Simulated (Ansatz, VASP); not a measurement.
**One calculation of Os, two programs**

```
Os
1.0
     0.00000    1.90115    1.90115
     1.90115    0.00000    1.90115
     1.90115    1.90115    0.00000
Os
1
Direct
  0.00000 0.00000 0.00000
```

This isn't the form of Os at room conditions, which is hcp.

Alike in both runs: functional LDA; k mesh 8 × 8 × 8; occupations gaussian, width 0.1 eV; no spin polarisation.

Ansatz relaxed the structure, and its values are those at the end. VASP's run is a single point on that final structure, the one shown.

|  | VASP | Ansatz |
| --- | --- | --- |
| version | VASP 6.6.1 | Ansatz 0.2.0 |
| potentials or method | VASP PAW LDA potentials, release 64 (Os) | scalar-relativistic, plane waves, PAW |
| plane-wave cutoff (eV) | 520 | 420 |
| valence electrons in the cell | 8 | 16 |

```csv
,VASP,Ansatz,Ansatz less VASP
gap on the k mesh at the Fermi level (eV),none,none,-
pressure (GPa),0.9,0.0,-0.97
```

A gap of «none» marks a metal or a gap that the smearing closes. The two sets of potentials don't hold the same shells in valence.

The runs have no spin-orbit coupling, so splittings on Os are missing.
